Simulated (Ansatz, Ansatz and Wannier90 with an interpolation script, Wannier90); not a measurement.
# G0W0 band structure of Te2Pt (1T monolayer), part 3 of 3

Wanted: quasiparticle gap and band widths of Te2Pt (1T monolayer) over the whole zone.

Ansatz 0.2.0; PBE, Wannier functions and G0W0, plane waves, PAW. Known limits of the many-body steps: not at the basis limit; no spin polarisation; d states lean on the start; no spin-orbit coupling.

So far. Step 4 (Wannier functions by Wannier90 (Pt:5d Te:5p) on 12×12×1): Near the gap the model misses directly solved bands by 0.6 meV r.m.s. and by 4 meV at most in the window tested. This tests the starting bands, not the corrections carried with them. Step 5 (G0W0 at every point of the mesh: 6×6×1 mesh, 654 empty …): The gap on the mesh goes from 1.00 eV to 1.61 eV, a correction of +0.61 eV.

## Step 6: Interpolating the corrections

A script adds the corrections, carried to the Wannier functions and back, to the PBE levels, along the path and on a 13×13×1 mesh.

* G0W0 gap over the zone: 1.308 eV
* valence top at: Γ
* starting gap over the zone: 0.765 eV
* least direct G0W0 gap: 1.604 eV
* G0W0 gap on the mesh: 1.613 eV
* valence width, start: 6.082 eV
* valence width, G0W0: 6.083 eV
* gap by a rigid shift: 1.380 eV

Levels solved directly plus the interpolated quasiparticle correction. Limits: finite bands, cutoff and mesh; gap short on this mesh; no spin polarisation; d states lean on the start; no spin-orbit coupling. Quasiparticle bands along the path, in eV, zero at the valence-band top of each set:

```csv
point,band 22,band 23,band 24,band 25,band 26
Γ,-1.78,-0.68,0.00,0.00,2.98
halfway,-2.58,-1.21,-0.72,-0.39,1.35
M,-2.72,-2.38,-2.12,-1.66,2.31
halfway,-2.82,-2.68,-1.60,-1.55,1.83
K,-2.93,-2.55,-1.59,-1.59,1.70
halfway,-2.70,-1.32,-1.30,-0.33,1.66
Γ,-1.78,-0.68,0.00,0.00,2.98
```

The same for PBE:

```csv
point,band 22,band 23,band 24,band 25,band 26
Γ,-1.87,-0.61,0.00,0.00,2.33
M,-2.86,-2.53,-2.04,-1.58,1.68
K,-3.04,-2.42,-1.63,-1.63,1.10
Γ,-1.87,-0.61,0.00,0.00,2.33
```

Minima of the lowest conduction band, from levels solved directly at the displaced points, plus the interpolated correction; masses are left empty at degenerate points, on flat bands and where the interpolated correction rules the curvature; G0W0 masses are rough. Conduction valleys, by row:

```csv
point,k (reciprocal lattice),valleys in the zone,G0W0 level above the valence top (eV),PBE level above the valence top (eV),G0W0 principal masses (m_e),PBE principal masses (m_e)
-,0.229 -0.001 0.000,6,1.308,0.765,0.149 0.278,0.189 0.305
-,0.237 0.237 0.000,6,1.377,0.803,0.238 0.804,0.253 0.884
```

Second differences of levels solved directly at the displaced points, plus the interpolated correction, at the quasiparticle band edges; no spin-orbit coupling; left empty where the band is flat or the interpolated correction rules the curvature. Effective masses, by row:

```
 carrier                point  Cartesian direction  band  PBE mass (m_e)  G0W0 mass (m_e)
    hole                    Γ                  100    25           1.472            1.137
    hole                    Γ                  100    24           0.293            0.311
    hole                    Γ                  010    25           1.472            1.144
    hole                    Γ                  010    24           0.293            0.311
    hole                    Γ                  110    25           1.472            1.301
    hole                    Γ                  110    24           0.293            0.301
electron  0.229 -0.001 -0.000                  100    26           0.209            0.166
electron  0.229 -0.001 -0.000                  010    26           0.262             0.23
electron  0.229 -0.001 -0.000                  110    26           0.193            0.154
```

Wannier model on a dense mesh, Gaussian width 0.15 eV. Limits: finite bands, cutoff and mesh; gap short on this mesh; no spin polarisation; d states lean on the start; no spin-orbit coupling. The density of states by energy, zero at the valence-band top of each set; read off at these points; values in states/eV/cell:

| energy (eV) | G0W0 | PBE |
| --- | --- | --- |
| -7.00 | 0 | 0 |
| -6.70 | 0 | 0 |
| -6.40 | 0.00157 | 0.00139 |
| -6.10 | 0.544 | 0.509 |
| -5.80 | 1.47 | 1.42 |
| -5.50 | 1.49 | 1.60 |
| -5.20 | 1.41 | 1.76 |
| -4.90 | 5.59 | 6.27 |
| -4.70 | 6.73 | 6.56 |
| -4.60 | 6.32 | 5.59 |
| -4.30 | 2.32 | 1.99 |
| -4.00 | 2.63 | 2.80 |
| -3.70 | 5.18 | 6.26 |
| -3.40 | 4.11 | 3.89 |
| -3.10 | 1.67 | 1.67 |
| -2.80 | 5.39 | 5.56 |
| -2.70 | 6.08 | 4.06 |
| -2.40 | 2.49 | 2.12 |
| -2.10 | 1.54 | 1.35 |
| -1.80 | 3.76 | 3.65 |
| -1.70 | 3.79 | 3.66 |
| -1.50 | 3.23 | 3.31 |
| -1.20 | 2.32 | 2.44 |
| -0.90 | 2.23 | 2.17 |
| -0.60 | 2.32 | 2.18 |
| -0.30 | 2.37 | 2.34 |
| 0.00 | 0.470 | 0.573 |
| 0.30 | 0.00250 | 0.00270 |
| 0.60 | 0 | 0.129 |
| 0.90 | 1.6e-4 | 2.66 |
| 1.20 | 0.247 | 2.62 |
| 1.50 | 2.82 | 3.26 |
| 1.60 | 3.25 | 3.98 |
| 1.80 | 2.45 | 3.15 |

Corrections by starting level (eV, on the run's own energy scale, so only their differences matter):

```
start  correction
-6.08       −0.32
-5.00       −0.22
-4.88       −0.32
-4.65       −0.20
-4.04       −0.25
-3.73       −0.23
-3.37       −0.22
-2.93       −0.20
-2.48       −0.28
-1.87       −0.23
-1.34       −0.30
-0.73       −0.31
 0.00       −0.32
 1.00       +0.30
 1.10       +0.29
 1.68       +0.32
 2.33       +0.34
```

## Step 7: PBE+SOC bands, for comparison

The many-body steps leave out spin-orbit coupling, so its effect is taken from a two-component run, with twice the bands.

This step: DFT, PBE with spin-orbit coupling, plane waves, PAW.

input.yaml

```yaml
crystal:
  lattice:
    - [4.0267573326, 0.0, 0.0]
    - [-2.0133786663, 3.4872741449, 0.0]
    - [0.0, 0.0, 28.7]
  atoms:
    - { symbol: Pt, position: [0.0, 0.0, 0.5] }
    - { symbol: Te, position: [0.3333333333, 0.6666666667, 0.5483293191] }
    - { symbol: Te, position: [0.6666666667, 0.3333333333, 0.4516706809] }
  periodic: [true, true, false]
kpoints:
  mp_grid: { grid: [6, 6, 1] }
  band_path:
    path:
      - [0, 0, 0]
      - [0.5, 0, 0]
      - [0.3333333333333, 0.3333333333333, 0]
      - [0, 0, 0]
    npoints: 10
hamiltonian:
  xc: pbe
scf:
  occupations: { method: fermi_dirac, width: 0.02 }
  n_extra_bands: 10
magnetization:
  noncollinear: true
  spin_orbit: true
output:
  eigenvalues: true
  forces: true
  stress: true
```

Command:

```bash
> ansatz run input.yaml --threads 12 --pin off --max-ram 22118MiB --backend cpu --events-out ev --progress --plain --runs-dir out
```

Numbers of over 12 decimals in the logs are rounded to 6 here.

Log:

```text
[...]
non-collinear run that drives no moment, with spin-orbit: no starting moment large enough to seed its density (crystal.atoms[].spin), no starting occupations that ask for one, no magnetisation constraint and no magnetic field, so the semilocal B_xc is pinned to zero
Crystal: 3 atoms, lattice volume = 403.017 Å³
Basis set: ecut = 420 eV, 7907 PW (Γ), exchange–correlation on 54×54×384 points (8 copies of the dense FFT grid, shifted against one another)
Bands: 60, of which v1, the nominal top of the filled ones, is band 50 counted from 1 (49 counted from 0)
Symmetry: 12 space group operations + 12 with time reversal
[...]
k-points: 7 of 36
Projection manifold: j_resolved (fully-relativistic pseudo-atomic orbitals)
[...]
SCF iter   1: F=—  HF=-26524.469492 eV  |F-HF|=—  |Δ(HF+E_count)|=         —  Δρ=2.63e-2  dr2=2.58e0  dr2_m=0.00e0 (ungated)  ethr=3.10e-3  |M|=0.00e0 ∫|m|=0.00e0 μB  |m|>n=0.0e0 m-floor=0.0e0 τ_xc=0.0e0  β_m=0.30  ⟨swp⟩=18.9  Hψ=1519  notcnv=0
[...]
spin=Noncollinear: Resta preconditioning applied to the charge; magnetization (m_x, m_y, m_z) channels mix plain (no charge-response kernel on spin).
SCF iter   2: F=—  HF=-26524.087804 eV  |F-HF|=—  |Δ(HF+E_count)|=   3.82e-1  Δρ=1.09e-2  dr2=4.51e-1  dr2_m=0.00e0 (ungated)  ethr=3.10e-3  |M|=0.00e0 ∫|m|=0.00e0 μB  |m|>n=0.0e0 m-floor=0.0e0 τ_xc=0.0e0  β_m=0.30  ⟨swp⟩=3.4  Hψ=413  notcnv=0  defer=34
[...]
SCF iter   8: F=-26524.005737 eV  HF=-26524.005737 eV  |F-HF|=3.53e-8  |Δ(HF+E_count)|=   2.95e-7  Δρ=3.64e-6  dr2=5.39e-8  dr2_m=0.00e0 (ungated)  ethr=2.00e-10  |M|=0.00e0 ∫|m|=0.00e0 μB  |m|>n=0.0e0 m-floor=0.0e0 τ_xc=0.0e0  ⟨swp⟩=22.0  Hψ=1529  notcnv=0
SCF 1 converged in 8 iterations: F = -26524.005737 eV  dr2 = 5.39e-8
[...]
SCF converged after 8 iterations
Magnetization: |M| = 0.0000 μB,  M = (+0.0000, +0.0000, +0.0000) μB
Absolute magnetization: 0.0000 μB (∫|m|)
  site 0: m = (+0.0000, +0.0000, +0.0000) μB, |m| = 0.0000 μB  (R = 1.12 Å)
  site 1: m = (+0.0000, +0.0000, +0.0000) μB, |m| = 0.0000 μB  (R = 1.12 Å)
  site 2: m = (+0.0000, +0.0000, +0.0000) μB, |m| = 0.0000 μB  (R = 1.12 Å)
Free energy (F): -26524.005737 eV
[...]
Internal energy: -26524.005737 eV  (E = F + TS)
E sigma→0 (E₀):  -26524.005737 eV
Entropy (-TS):   -0.000000 eV (-0.000 meV/atom)
Fermi energy:    -4.110730 eV
[...]
--- Forces (eV/Å), atoms counted from 1 ---
  atom   1  Pt     0.00000000     0.00000000     0.00000000
  atom   2  Te     0.00000000     0.00000000     0.01361402
  atom   3  Te    -0.00000000    -0.00000000    -0.01361402
  max |Σ_I F_I| component: 3.61e-20 eV/Å
--- 2D stress c σ (N/m, compression-positive) ---
        0.099208       0.000000       0.000000
        0.000000       0.099208       0.000000
        0.000000       0.000000       0.000000
  P = ½ c Tr σ = 0.0992 N/m
--- Band table (eV; the first three rows and the last of 7) ---
  k-point 0: bands = [... 46 lower, -4.8801, -4.8801, -4.4017, -4.4017, -2.5874, -2.5874, -2.3420, -2.3420, ... 6 higher]
  k-point 1: bands = [... 46 lower, -5.1251, -5.1251, -4.7892, -4.7892, -3.7780, -3.7780, -2.7463, -2.7463, ... 6 higher]
  k-point 2: bands = [... 46 lower, -6.2308, -6.2308, -5.5086, -5.5086, -3.5846, -3.5846, -2.7731, -2.7731, ... 6 higher]
  k-point 6: bands = [... 46 lower, -6.3927, -6.3927, -6.3224, -6.3224, -3.7355, -3.7355, -3.6449, -3.6449, ... 6 higher]
  ° read free of the cell's end (the report's vacuum.weakly_bound_levels)
```

Wall time 16 s (12 threads of Arm Neoverse V2, shared host); peak memory 3.2 GiB; 3 min of CPU time.

This step gave:

```
filled bands         : 50
gap                  : 0.4184 eV
valence top at       : Γ
conduction bottom at : k = (0.233, 0.233, 0.000)
least direct gap     : 0.8554 eV
```

The gap stands −0.38 eV against PBE, and the conduction bottom moves to (0.233, 0.233, 0.000).

## Step 8: HSE06 bands, for comparison

This step: DFT, HSE06, plane waves, PAW.

input.yaml, the sections that differ from step 7:

```yaml
hamiltonian:
  xc: hse06
scf:
  occupations: { method: fixed }
  n_extra_bands: 5
output:
  eigenvalues: true
  write_density: true
  write_potential: true
  elf: true
  volumetric_format: npy
# crystal, kpoints: as in step 7
# magnetization: removed
```

Log:

```text
[...]
davidson cushion auto → on  (no smearing: the cushion is to keep the highest requested band from converging to the state above it; pin scf.eigensolver.cushion to override)
Crystal: 3 atoms, lattice volume = 403.017 Å³
Basis set: ecut = 420 eV, 7907 PW (Γ)
Bands: 30, of which v1, the nominal top of the filled ones, is band 25 counted from 1 (24 counted from 0)
Symmetry: 12 space group operations
[...]
k-points: 7 of 36
[...]
SCF iter   1: F=—  HF=-26484.019977 eV  |F-HF|=—  |Δ(HF+E_count)|=         —  Δρ=2.78e-3  dr2=4.02e-2  ethr=1.77e-3  ⟨swp⟩=13.9  Hψ=1019  notcnv=0
[...]
SCF iter   4: F=-26484.015742 eV  HF=-26484.015611 eV  |F-HF|=1.31e-4  |Δ(HF+E_count)|=   8.76e-6  Δρ=1.95e-4  dr2=6.96e-5  ethr=3.11e-6  ⟨swp⟩=4.6  Hψ=540  notcnv=0  defer=3
SCF 1 stopped early in 4 iterations: F = -26484.015742 eV  dr2 = 6.96e-5
[...]
Exchange kernel: α = 0.2500, screened, ω = 0.2079 Å⁻¹, Wigner–Seitz truncation, v(0) = 1046.7917 eV·Å³, q-mesh 6×6×1, nearest image of the exchange supercell L = 24.16 Å, pair-density grid 24×24×128, without the augmentation charges, whose exchange is taken in its separable form by FFT convolution over the k-point mesh (sized by the pseudopotential files, 24×24×192 at the most), smooth part of the exact exchange by density-matrix convolution
Frozen-core exchange: fock
SCF iter   1: F=—  HF=-26495.216504 eV  |F-HF|=—  |Δ(HF+E_count)|=         —  Δρ=2.74e-3  dr2=3.58e-2  ethr=1.39e-6  ⟨swp⟩=12.6  Hψ=1141  notcnv=0
[...]
SCF iter   3: F=-26495.219415 eV  HF=-26495.219415 eV  |F-HF|=7.72e-9  |Δ(HF+E_count)|=   1.29e-7  Δρ=6.28e-6  dr2=4.71e-8  ethr=6.81e-10  ⟨swp⟩=3.1  Hψ=523  notcnv=0  defer=1
SCF 3 converged in 3 iterations: F = -26495.219415 eV  dr2 = 4.71e-8
hybrid outer 2: dexx = +1.836e-6 eV, tail = 1.40e-7 eV, Δε = 1.45e-3 eV (about 7.94e-5 eV left of the loop's levels)
[...]
WARN: The output density's exchange-correlation potential varies sharply where the density is thin. Do not read a vacuum level from v_tot or v_xc, or from such a field of the output density. On a cell that repeats whose density bears no net charge and no dipole along the vacuum's axis use v_es (v_loc + v_h of the components); under efield.dipole_correction with no amplitude use v_es + v_field, which holds any externa [...]
hybrid SCF converged: 2 outer / 9 inner (+4 warm-up), last move |dexx| = 1.84e-6 eV, tail = 1.40e-7 eV
Stability not checked: this state was not tested for a lower state beside it, because the functional holds exact exchange (a hybrid, or Hartree-Fock), whose exchange loop this test does not read (fock_operator; see scf.lower_state_search)
Free energy (F): -26495.219416 eV
Frozen-core exchange: fock
[...]
Internal energy: -26495.219416 eV  (E = F + TS)
E sigma→0 (E₀):  -26495.219416 eV
Fermi energy:    -5.138153 eV
[...]
--- Band table (eV; the first three rows and the last of 7) ---
  k-point 0: bands = [... 21 lower, -7.5120, -5.7521, -5.1382, -5.1382, -2.3129, -2.3129, -0.7496, -0.4995, ... 1 higher]
  k-point 1: bands = [... 21 lower, -8.0003, -6.0943, -5.5324, -5.3813, -3.7335, -2.5817, -0.2001, -0.0425, ... 1 higher]
  k-point 2: bands = [... 21 lower, -8.5365, -7.4635, -6.6347, -6.1712, -3.4957, -2.6104, -1.0327, 0.6519, ... 1 higher]
  k-point 6: bands = [... 21 lower, -9.0876, -7.8174, -7.2499, -7.2499, -3.5825, -3.5825, 0.0769, 2.1307, ... 1 higher]
  the weakly bound empty levels are not read free of the cell's end (exact_exchange)
```

Run time: 3 min. Hardware: 12 threads; peak memory 6.1 GiB; 30 min of CPU time.

Numbers from this step:

| Item | Value |
| --- | --- |
| filled bands | 25 |
| gap | 1.209 eV |
| valence top at | Γ |
| conduction bottom at | k = (0.200, 0.000, 0.000) |
| least direct gap | 1.451 eV |

The gap stands +0.41 eV against PBE.

## Step 9: Results

| Item | Value |
| --- | --- |
| PBE gap | 0.77 eV |
| G0W0 gap over the zone | 1.31 eV, indirect |
| least direct G0W0 gap, in the model | 1.60 eV |
| with the spin-orbit change | 0.93 eV |
| GW settings | 6×6×1 mesh, 654 empty bands, screening to 80 eV |
| known limits | not at the basis limit; no spin polarisation; d states lean on the start; no spin-orbit coupling |

The Wannier model follows the PBE bands to under 1 meV r.m.s. near the gap. The G0W0 gap over the zone is 1.31 eV, indirect, from Γ to k = (0.229, -0.001, 0.000); on the mesh alone it is 1.61 eV, and a rigid shift of the PBE bands would give 1.38 eV. The valence width in the model goes from 6.08 eV to 6.08 eV. At the band edge the lightest electron mass is 0.19 m_e at the start and 0.15 m_e in G0W0; the G0W0 masses rest on corrections from the 6×6×1 mesh alone and are rough. With a spin-orbit change this large the edge states differ, so these masses aren't the crystal's. PBE+SOC gives a gap of 0.42 eV on the same path, a spin-orbit change of −0.38 eV that would bring the G0W0 gap to 0.93 eV. HSE06 gives a gap of 1.21 eV on the same path. Bands and cutoff are finite, so the gap is not at the basis limit. The miss can reach some tenths of an eV and take either sign; the mesh is an error of its own. Above the frozen window of the model the interpolated levels need not meet the computed ones, even at points of the mesh. The runs have no spin polarisation. For a closed low-spin shell that is the natural state; where a d or f shell is open it is a constraint, and the gap is then not the crystal's own. With d states at the gap, one-shot GW leans hard on its start.

[Paths, hosts, dates, memory and timing lines, banners, echoed tables and standing remarks are left out of the program output.]

[Logs are printed without paths, hosts, clocks, repeated set-up lines and the standing remarks that a program may print on its own settings, such as how far it seeks lower states.]

[Runs of the session that timed out or met a known fault of the program may be left out.]

[Hosts, paths, dates, database ids (printed as entryN), source tags and the programs' standing remarks are cut or masked in the printed files.]
